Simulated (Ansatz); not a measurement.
# Yb (Fm-3m) in Ansatz: a series of runs

The runs below take Yb through single point, with PBEsol.

Program: Ansatz 0.2.0. These are calculated values, not measurements. Logs are shortened: lines on timing, memory, paths and dates and some standing lists are left out, and cuts for length are marked.

## 1. The structure

Symmetry: Fm-3m, No. 225, cubic system. The conventional cell has a = 5.486 Å, b = 5.486 Å, c = 5.486 Å, α = 90.00°, β = 90.00°, γ = 90.00°. Yb (site symmetry m-3m) has 12 Yb at 3.88 Å as nearest neighbours.

## 2. Single point, PBEsol, collinear spin, ferromagnetic start

File input.yaml:

```yaml
crystal:
  lattice:
    - [0.0, 2.7431, 2.7431]
    - [2.7431, 0.0, 2.7431]
    - [2.7431, 2.7431, 0.0]
  atoms:
    - { symbol: Yb, position: [0.0, 0.0, 0.0], spin: 0.8 }
hamiltonian:
  xc: pbesol
  pseudopotentials: { kind: paw }
magnetization:
  spin_polarized: true
  initial_magnetization: 0.8
  spin_locking: { lock_magnetization: hard }
kpoints:
  mp_grid: { grid: [7, 7, 7] }
scf:
  occupations: { method: fermi_dirac, width: 0.05 }
  lower_state_search: "off"
output:
  forces: true
  stress: true
  eigenvalues: true
```

Potentials or basis: Ansatz PAW.

Started as:

```bash
$ ansatz run input.yaml --threads 2 --pin off --max-ram 5632MiB --backend cpu --events-out ev --progress --plain --runs-dir out
```

Standard output:

```text
Warning: output.stress: scf.convergence.dr2_threshold = 1e-7 eV (the SCF's general default) is looser than the 1e-10 eV advised for a printed stress (1e-10 eV for each atom of the cell: 1). What an SCF threshold leaves in a stress goes as its square root, and in the free energy as the threshold itself, and one threshold admits the most on a small cell: of the crystals measured, under no hybrid functional and no lock of the moments, on runs that ended without the residual-converged pass, on stresses that held no estimate of that error, the worst erred by over 100 MPa in a component at 1e-7 eV an atom and by under 5 at 1e-10. Set scf.convergence.dr2_threshold to 1e-10 eV or tighter. The threshold is an SCF's pass mark: one that does not reach it within its budget of iterations ends unconverged, or closes short of it on a stop that the run arms, and scf.convergence.dr2_threshold's page says what that costs each kind of run
Warning: RAYON_NUM_THREADS=2 ignored (pool sized by the plan → 2); use --threads N
Engine: ansatz 0.2.0, x86_64-unknown-linux-gnu
Pseudopotentials: kind: paw
Pseudopotential: Yb, paw, valence charge 24, recommended cutoff 420 eV (normal), Yb.paw.azcp
Functional definition: PBEsol
  exchange = pbesol_x
  correlation = pbesol_c
Crystal: 1 atoms, lattice volume = 41.281 Å³
Basis set: ecut = 420 eV, 869 PW (Γ), exchange–correlation on 54×54×54 points (8 copies of the dense FFT grid, shifted against one another)
Bands: 17, of which v1, the nominal top of the filled ones, is band 12 counted from 1 (11 counted from 0)
Symmetry: 48 space group operations
Space group: Fm-3m (ITA 225), of the structure as read, at distance tolerance 3.5e-5 Å
Magnetic group: BNS 225.116 (UNI 1618), of the structure as read, at distance tolerance 3.5e-5 Å
k-points: 20 of 343
Non-local potential: Yb, projectors of the file, l = 0: 3, l = 1: 2, l = 2: 2, l = 3: 3
PAW form: soft (Blöchl's): semilocal exchange-correlation on the pseudo side does not see the compensation charge
PAW frozen core: Yb, regenerated for the run's functional, and the local potential with it (the file was generated under x = pbe(κ = 0.804, μ = 0.2195149727645171), c = pbe(β = 0.06672455060314922))
PAW one-centre angular grid: Yb, 590 points (default); XC on 64 Gauss nodes
Initial density: superposition of atomic densities (chi_scale 0.1, normalization cell)
Starting moments: Σ|m| = 0.8 μB on 1 of 1 site
Initial wavefunctions: pseudopotential atomic-orbital guess
Functional: x = pbesol(κ = 0.804, μ = 0.12345679012345678), c = pbesol(β = 0.046)
iter 1 solved again at ethr=2.06e-4 eV; its pass at ethr=3.10e-3 eV (dr2=4.93e-2 eV) is discarded
SCF iter   1: F=—  HF=-13676.193116 eV  |F-HF|=—  |Δ(HF+E_count)|=         —  Δρ=2.79e-2 (↑1.86e-2 ↓2.79e-2)  dr2=4.88e-2  dr2_m=1.97e-1  M=0.800 μB ∫|m|=0.800 μB  β_m=0.30  ethr=2.06e-4  ⟨swp⟩=1.8  Hψ=4666  notcnv=0
preconditioner: auto → Kerker (q_TF=auto, 2.492 Å⁻¹)  [metal: Δε(μ)=0.098 eV  Ē_g=10.550 eV  σ=0.050 eV  W_gap=0.40  n_scr=14 (ndim 8)  ℏωp=27.1 eV  f_vac=0.000  D(μ)=5.43/eV (n_scr^D=64)]
spin=Collinear: Kerker preconditioning applied to the charge; magnetization (m = ρ↑ − ρ↓) channel mixes plain (no charge-response kernel on spin).
SCF iter   2: F=—  HF=-13676.228676 eV  |F-HF|=—  |Δ(HF+E_count)|=   3.56e-2  Δρ=1.64e-2 (↑1.64e-2 ↓9.86e-3)  dr2=4.55e-2  dr2_m=6.14e-2  M=0.800 μB ∫|m|=0.800 μB  β_m=0.41  ethr=2.03e-4  ⟨swp⟩=3.2  Hψ=1374  notcnv=0
preconditioner: auto → none  [insulator: Δε(μ)=0.118 eV  Ē_g=10.534 eV  σ=0.050 eV  W_gap=0.52  n_scr=14 (ndim 8)  ℏωp=27.1 eV  f_vac=0.000  D(μ)=6.06/eV (n_scr^D=112)  ε∞_Penn≈7.6]
SCF iter   3: F=—  HF=-13676.341304 eV  |F-HF|=—  |Δ(HF+E_count)|=   1.13e-1  Δρ=4.95e-2 (↑4.20e-3 ↓4.95e-2)  dr2=7.67e-1  dr2_m=2.57e-1  M=0.800 μB ∫|m|=0.800 μB  β_m=0.12  ethr=1.90e-4  ⟨swp⟩=3.2  Hψ=1881  notcnv=0  defer=13  recentre
SCF iter   4: F=—  HF=-13676.248039 eV  |F-HF|=—  |Δ(HF+E_count)|=   9.33e-2  Δρ=1.07e-2 (↑1.07e-2 ↓7.40e-3)  dr2=1.62e-2  dr2_m=2.93e-2  M=0.800 μB ∫|m|=0.800 μB  β_m=0.30  ethr=1.90e-4  ⟨swp⟩=3.1  Hψ=1788  notcnv=0  defer=17
SCF iter   5: F=—  HF=-13676.264898 eV  |F-HF|=—  |Δ(HF+E_count)|=   1.69e-2  Δρ=5.14e-3 (↑4.59e-4 ↓5.14e-3)  dr2=1.04e-2  dr2_m=2.30e-3  M=0.800 μB ∫|m|=0.800 μB  β_m=0.65  ethr=6.76e-5  ⟨swp⟩=2.4  Hψ=1458  notcnv=0  defer=15
SCF iter   6: F=—  HF=-13676.264057 eV  |F-HF|=—  |Δ(HF+E_count)|=   8.42e-4  Δρ=6.12e-4 (↑4.20e-4 ↓6.12e-4)  dr2=3.24e-4  dr2_m=1.09e-5  M=0.800 μB ∫|m|=0.800 μB  β_m=0.83  ethr=4.35e-5  ⟨swp⟩=1.8  Hψ=913  notcnv=0  defer=14
SCF iter   7: F=—  HF=-13676.264102 eV  |F-HF|=—  |Δ(HF+E_count)|=   4.51e-5  Δρ=4.46e-4 (↑6.43e-5 ↓4.46e-4)  dr2=5.92e-5  dr2_m=2.36e-5  M=0.800 μB ∫|m|=0.800 μB  β_m=0.91  ethr=1.35e-6  ⟨swp⟩=2.0  Hψ=775  notcnv=0  defer=14
SCF iter   8: F=—  HF=-13676.264108 eV  |F-HF|=—  |Δ(HF+E_count)|=   6.41e-6  Δρ=1.12e-4 (↑6.22e-5 ↓1.12e-4)  dr2=1.05e-5  dr2_m=3.63e-7  M=0.800 μB ∫|m|=0.800 μB  β_m=0.96  ethr=2.47e-7  ⟨swp⟩=2.1  Hψ=990  notcnv=0  defer=14
iter 9 did not close the SCF: its close was put off for a magnetic moment that had not settled (scf_convergence_deferred on its scf_iter line)
SCF iter   9: F=-13676.264109 eV  HF=-13676.264109 eV  |F-HF|=1.20e-7  |Δ(HF+E_count)|=   1.09e-6  Δρ=1.43e-5 (↑1.43e-5 ↓1.16e-5)  dr2=7.26e-8  dr2_m=3.78e-8  M=0.800 μB ∫|m|=0.800 μB  β_m=0.98  ethr=4.17e-10  ⟨swp⟩=8.1  Hψ=4144  notcnv=0
iter 10 did not close the SCF: its close was put off for a magnetic moment that had not settled (scf_convergence_deferred on its scf_iter line)
SCF iter  10: F=-13676.264109 eV  HF=-13676.264109 eV  |F-HF|=6.58e-8  |Δ(HF+E_count)|=   2.89e-7  Δρ=1.27e-5 (↑2.80e-6 ↓1.27e-5)  dr2=7.69e-8  dr2_m=1.20e-8  M=0.800 μB ∫|m|=0.800 μB  β_m=0.99  ethr=3.02e-10  ⟨swp⟩=3.4  Hψ=2897  notcnv=0
iter 11 did not close the SCF: its close was put off for a magnetic moment that had not settled (scf_convergence_deferred on its scf_iter line)
SCF iter  11: F=-13676.264109 eV  HF=-13676.264110 eV  |F-HF|=3.69e-8  |Δ(HF+E_count)|=   2.09e-8  Δρ=7.24e-6 (↑1.72e-6 ↓7.24e-6)  dr2=2.62e-8  dr2_m=3.03e-9  M=0.800 μB ∫|m|=0.800 μB  β_m=0.82  ethr=3.02e-10  ⟨swp⟩=3.4  Hψ=2449  notcnv=0
SCF iter  12: F=-13676.264110 eV  HF=-13676.264110 eV  |F-HF|=7.28e-12  |Δ(HF+E_count)|=   2.43e-9  Δρ=3.33e-7 (↑1.01e-7 ↓3.33e-7)  dr2=2.79e-11  dr2_m=1.44e-11  M=0.800 μB ∫|m|=0.800 μB  ethr=1.09e-10  ⟨swp⟩=2.8  Hψ=2416  notcnv=0
SCF 1 converged in 12 iterations: F = -13676.264110 eV  dr2 = 2.79e-11
SCF converged after 12 iterations
Stability checked in part: among states of this total moment the steps that led to this state did not find it unstable. No probe was made; neither looks for a lower state of another moment (fixed_total_moment; see scf.lower_state_search)
Magnetization: 0.8000 μB (12.4000 up, 11.6000 down)
Absolute magnetization: 0.8000 μB (∫|ρ↑−ρ↓|, with the PAW one-centre terms)
Spin contamination: 0.0014 ħ² per cell (⟨S²⟩ above its minimum at these occupations)
Per-site moments (μB) at R_I (Å): [(0.5115016217726593, 1.6002233044650755)]
Free energy (F): -13676.264110 eV
Harris-Foulkes:  -13676.264110 eV  (|F-HF|=7.28e-12)
Internal energy: -13676.213560 eV  (E = F + TS)
E sigma→0 (E₀):  -13676.238835 eV
Entropy (-TS):   -0.050549 eV (-50.549 meV/atom)
Fermi energy:    8.769047 (↑ 9.100897, ↓ 8.437198) eV
--- Per-component energies (eV) ---
  E_band       = -49.770288
  E_kinetic    = 351.897376
  E_local      = -6571.576614  (includes V_loc(G=0)·N_el)
  E_nonlocal   = 554.745681
  E_hartree    = 2850.145420
  E_xc         = -160.438006
  E_vxc        = -200.586332  (∫ρ·V_xc dr)
  E_paw        = -7236.353086  (= ΣΔE_a)
  E_vpaw       = 115.459298  (= ΣTr[D̂ρ^β])
  E_aug_tail   = 0.000002  (compensation charges beyond the density's cutoff)
  E_ewald      = -3465.763528
  E_core_change = 1.129194  (= ΣΔE_core)
  E_smearing   = -0.050549  (= −TS)
  E_closure    = -0.000000  (closes the sum)
  Σ components = -13676.264110   (vs F -13676.264110, Δ=0.00e0)
--- Forces (eV/Å), atoms counted from 1 ---
  atom   1  Yb     0.00000000    -0.00000000     0.00000000
  max |Σ_I F_I| component: 3.39e-32 eV/Å
--- Stress (GPa, compression-positive) ---
       -3.135875      -0.000000      -0.000000
       -0.000000      -3.135875       0.000000
        0.000000      -0.000000      -3.135875
  P = ⅓ Tr σ = -3.1359 GPa (-31.359 kbar)
--- Band table (eV; the first three rows and the last of 40) ---
  k-point 0 ↑: bands = ["-43.1299", "-15.3600", "-15.3600", "-15.3600", "3.7894", "8.0022", "8.0472", "8.0472", "8.0472", "8.1221", "8.1221", "8.1221", "11.4310", "11.4310", "11.4310", "13.2847", "13.2847"]
  k-point 1 ↑: bands = ["-43.1283", "-15.4006", "-15.3656", "-15.3656", "4.1961", "8.0080", "8.0420", "8.0554", "8.0554", "8.1053", "8.1053", "8.1226", "10.9000", "11.6025", "11.6025", "13.0992", "13.0992"]
  k-point 2 ↑: bands = ["-43.1248", "-15.4903", "-15.3781", "-15.3781", "5.2990", "8.0161", "8.0394", "8.0635", "8.0635", "8.0865", "8.0865", "8.1237", "9.9019", "11.5697", "11.5697", "13.4298", "13.4298"]
  k-point 19 ↓: bands = ["-42.9780", "-15.3566", "-15.3442", "-15.2814", "8.1970", "8.2248", "8.2311", "8.2376", "8.2386", "8.2632", "8.2669", "9.1994", "9.4706", "9.9858", "11.9977", "14.4178", "14.7495"]
```

Run time: 1.3 s. Hardware: 2 threads of Intel Xeon Platinum 8488C (Sapphire Rapids), shared host; peak memory 0.36 GiB.

What came out:

* Free energy: -13676.2641 eV
* Pressure: -3.1 GPa
* Net moment: 0.80 μB per cell
* Absolute moment: 0.80 μB per cell
* Site moments: Yb +0.51 μB

Caveat: spin-orbit coupling is left out, which moves the levels of the heavy elements; the total moment is fixed, so each spin has its own Fermi level; the PAW data sets come from PBE, with cores solved anew for the run's functional, which leaves a small shift of forces and pressure; the thresholds are loose for stress.

## 3. Single point, PBEsol, collinear spin, ferromagnetic start

input.yaml, as its differences from that of step 2:

```diff
@@ -6,3 +6,3 @@
   atoms:
-    - { symbol: Yb, position: [0.0, 0.0, 0.0], spin: 0.8 }
+    - { symbol: Yb, position: [0.0, 0.0, 0.0], spin: 1.0 }
 hamiltonian:
@@ -12,3 +12,3 @@
   spin_polarized: true
-  initial_magnetization: 0.8
+  initial_magnetization: 1.0
   spin_locking: { lock_magnetization: hard }
```

Potentials or basis: Ansatz PAW.

Started as:

```bash
$ ansatz run input.yaml --threads 2 --pin off --max-ram 5632MiB --backend cpu --events-out ev --progress --plain --runs-dir out
```

Standard output:

```text
Warning: output.stress: scf.convergence.dr2_threshold = 1e-7 eV (the SCF's general default) is looser than the 1e-10 eV advised for a printed stress (1e-10 eV for each atom of the cell: 1). What an SCF threshold leaves in a stress goes as its square root, and in the free energy as the threshold itself, and one threshold admits the most on a small cell: of the crystals measured, under no hybrid functional and no lock of the moments, on runs that ended without the residual-converged pass, on stresses that held no estimate of that error, the worst erred by over 100 MPa in a component at 1e-7 eV an atom and by under 5 at 1e-10. Set scf.convergence.dr2_threshold to 1e-10 eV or tighter. The threshold is an SCF's pass mark: one that does not reach it within its budget of iterations ends unconverged, or closes short of it on a stop that the run arms, and scf.convergence.dr2_threshold's page says what that costs each kind of run
Warning: RAYON_NUM_THREADS=2 ignored (pool sized by the plan → 2); use --threads N
[... 6 set-up lines as earlier in the session ...]
Crystal: 1 atoms, lattice volume = 41.281 Å³
Basis set: ecut = 420 eV, 869 PW (Γ), exchange–correlation on 54×54×54 points (8 copies of the dense FFT grid, shifted against one another)
Bands: 17, of which v1, the nominal top of the filled ones, is band 12 counted from 1 (11 counted from 0)
[... 2 set-up lines as earlier in the session ...]
Magnetic group: BNS 225.116 (UNI 1618), of the structure as read, at distance tolerance 3.5e-5 Å
k-points: 20 of 343
[... 2 set-up lines as earlier in the session ...]
[... 33 lines left out ...]
E sigma→0 (E₀):  -13676.163885 eV
Entropy (-TS):   -0.054302 eV (-54.302 meV/atom)
Fermi energy:    8.740770 (↑ 9.138174, ↓ 8.343366) eV
--- Per-component energies (eV) ---
  E_band       = -51.506206
  E_kinetic    = 352.392807
  E_local      = -6568.789999  (includes V_loc(G=0)·N_el)
  E_nonlocal   = 553.207881
  E_hartree    = 2847.757400
  E_xc         = -160.675348
  E_vxc        = -200.899476  (∫ρ·V_xc dr)
  E_paw        = -7235.395143  (= ΣΔE_a)
  E_vpaw       = 117.070337  (= ΣTr[D̂ρ^β])
  E_aug_tail   = 0.000002  (compensation charges beyond the density's cutoff)
  E_ewald      = -3465.763528
  E_core_change = 1.129194  (= ΣΔE_core)
  E_smearing   = -0.054302  (= −TS)
  E_closure    = 0.000000  (closes the sum)
  Σ components = -13676.191036   (vs F -13676.191036, Δ=0.00e0)
--- Forces (eV/Å), atoms counted from 1 ---
  atom   1  Yb     0.00000000     0.00000000     0.00000000
  max |Σ_I F_I| component: 1.15e-31 eV/Å
--- Stress (GPa, compression-positive) ---
       -3.285470       0.000000       0.000000
       -0.000000      -3.285470      -0.000000
        0.000000       0.000000      -3.285470
  P = ⅓ Tr σ = -3.2855 GPa (-32.855 kbar)
--- Band table (eV; the first three rows and the last of 40) ---
  k-point 0 ↑: bands = ["-43.2062", "-15.4249", "-15.4249", "-15.4249", "3.7233", "7.8890", "7.9336", "7.9336", "7.9336", "8.0030", "8.0030", "8.0030", "11.3711", "11.3711", "11.3711", "13.2342", "13.2342"]
  k-point 1 ↑: bands = ["-43.2046", "-15.4654", "-15.4305", "-15.4305", "4.1298", "7.8949", "7.9285", "7.9417", "7.9417", "7.9866", "7.9866", "8.0036", "10.8377", "11.5426", "11.5426", "13.0478", "13.0478"]
  k-point 2 ↑: bands = ["-43.2011", "-15.5550", "-15.4430", "-15.4430", "5.2326", "7.9030", "7.9266", "7.9469", "7.9469", "7.9708", "7.9708", "8.0047", "9.8358", "11.5123", "11.5123", "13.3755", "13.3755"]
  k-point 19 ↓: bands = ["-43.0238", "-15.3833", "-15.3710", "-15.3091", "8.1178", "8.1412", "8.1477", "8.1526", "8.1553", "8.1762", "8.1800", "9.2743", "9.5396", "10.0657", "12.0524", "14.4540", "14.7733"]
```

Wall time 1.1 s (2 threads of Intel Xeon Platinum 8488C (Sapphire Rapids), shared host); peak memory 0.36 GiB.

Results:

* Free energy: -13676.1910 eV
* Pressure: -3.3 GPa
* Net moment: 1.00 μB per cell
* Absolute moment: 1.00 μB per cell
* Site moments: Yb +0.64 μB

Caveat: spin-orbit coupling is left out, which moves the levels of the heavy elements; the total moment is fixed, so each spin has its own Fermi level; the PAW data sets come from PBE, with cores solved anew for the run's functional, which leaves a small shift of forces and pressure; the thresholds are loose for stress. The state reached can hang on the start; a lower one may exist.

## 4. Single point, PBEsol, collinear spin, ferromagnetic start

input.yaml, as its differences from that of step 3:

```diff
@@ -6,3 +6,3 @@
   atoms:
-    - { symbol: Yb, position: [0.0, 0.0, 0.0], spin: 1.0 }
+    - { symbol: Yb, position: [0.0, 0.0, 0.0], spin: 1.2 }
 hamiltonian:
@@ -12,3 +12,3 @@
   spin_polarized: true
-  initial_magnetization: 1.0
+  initial_magnetization: 1.2
   spin_locking: { lock_magnetization: hard }
```

Started as:

```bash
$ ansatz run input.yaml --threads 2 --pin off --max-ram 5632MiB --backend cpu --events-out ev --progress --plain --runs-dir out
```

It took 1.2 s on 2 threads of Intel Xeon Platinum 8488C (Sapphire Rapids), shared host; peak memory 0.36 GiB.

The run converged. Its results:

```yaml
Free_energy: -13676.1059 eV
Pressure: -3.5 GPa
Net_moment: 1.20 μB per cell
Absolute_moment: 1.20 μB per cell
Site_moments: Yb +0.76 μB
```

Caveat: spin-orbit coupling is left out, which moves the levels of the heavy elements; the total moment is fixed, so each spin has its own Fermi level; the PAW data sets come from PBE, with cores solved anew for the run's functional, which leaves a small shift of forces and pressure; the thresholds are loose for stress.

## 5. Single point, PBEsol, collinear spin, ferromagnetic start

input.yaml, as its differences from that of step 4:

```diff
@@ -6,3 +6,3 @@
   atoms:
-    - { symbol: Yb, position: [0.0, 0.0, 0.0], spin: 1.2 }
+    - { symbol: Yb, position: [0.0, 0.0, 0.0], spin: 1.5 }
 hamiltonian:
@@ -12,3 +12,3 @@
   spin_polarized: true
-  initial_magnetization: 1.2
+  initial_magnetization: 1.5
   spin_locking: { lock_magnetization: hard }
@@ -23 +23,5 @@
   eigenvalues: true
+  write_density: true
+  write_potential: true
+  elf: true
+  volumetric_format: npy
```

Started as:

```bash
$ ansatz run input.yaml --threads 2 --pin off --max-ram 5632MiB --backend cpu --events-out ev --progress --plain --runs-dir out
```

Run time: 1.4 s. Hardware: 2 threads of Intel Xeon Platinum 8488C (Sapphire Rapids), shared host; peak memory 0.37 GiB.

Results (log left out):

```yaml
Free_energy: -13675.9446 eV
Pressure: -3.5 GPa
Net_moment: 1.50 μB per cell
Absolute_moment: 1.50 μB per cell
Site_moments: Yb +0.95 μB
```

Caveat: spin-orbit coupling is left out, which moves the levels of the heavy elements; the total moment is fixed, so each spin has its own Fermi level; the PAW data sets come from PBE, with cores solved anew for the run's functional, which leaves a small shift of forces and pressure; the thresholds are loose for stress.

## 6. Single point, PBEsol, collinear spin, ferromagnetic start

File input.yaml:

```yaml
crystal:
  lattice:
    - [0.0, 2.7431, 2.7431]
    - [2.7431, 0.0, 2.7431]
    - [2.7431, 2.7431, 0.0]
  atoms:
    - { symbol: Yb, position: [0.0, 0.0, 0.0], spin: 2.0 }
hamiltonian:
  xc: pbesol
  pseudopotentials: { kind: paw }
magnetization:
  spin_polarized: true
  initial_magnetization: 2.0
  spin_locking: { lock_magnetization: hard }
kpoints:
  mp_grid: { grid: [7, 7, 7] }
scf:
  occupations: { method: fermi_dirac, width: 0.05 }
  lower_state_search: "off"
output:
  forces: true
  stress: true
  eigenvalues: true
```

Potentials or basis: Ansatz PAW.

Started as:

```bash
$ ansatz run input.yaml --threads 2 --pin off --max-ram 5632MiB --backend cpu --events-out ev --progress --plain --runs-dir out
```

Run time: 1.4 s. Hardware: 2 threads of Intel Xeon Platinum 8488C (Sapphire Rapids), shared host; peak memory 0.36 GiB.

It converged, with:

```yaml
Free_energy: -13675.5842 eV
Pressure: -3.6 GPa
Net_moment: 2.00 μB per cell
Absolute_moment: 2.00 μB per cell
Site_moments: Yb +1.28 μB
```

Caveat: spin-orbit coupling is left out, which moves the levels of the heavy elements; the total moment is fixed, so each spin has its own Fermi level; the PAW data sets come from PBE, with cores solved anew for the run's functional, which leaves a small shift of forces and pressure; the thresholds are loose for stress. The state reached can hang on the start; a lower one may exist.

## 7. The runs side by side

| fixed moment (μB) | pressure (GPa) | moment (μB) |
| --- | --- | --- |
| 0.8 | -3.1 | 0.80 |
| 1.0 | -3.3 | 1.00 |
| 1.2 | -3.5 | 1.20 |
| 1.5 | -3.5 | 1.50 |
| 2.0 | -3.6 | 2.00 |

Alike in all rows: task single point; level PBEsol; potentials or basis Ansatz PAW; spin collinear, ferromagnetic start; cell as given; k mesh 7 × 7 × 7; cutoff (eV) 420; smearing fermi-dirac 0.05 eV.

Caveats: spin-orbit coupling is left out, which moves the levels of the heavy elements; the total moment is fixed, so each spin has its own Fermi level; the PAW data sets come from PBE, with cores solved anew for the run's functional, which leaves a small shift of forces and pressure; the thresholds are loose for stress.

Absolute energies hang on the potentials; compare differences alone.
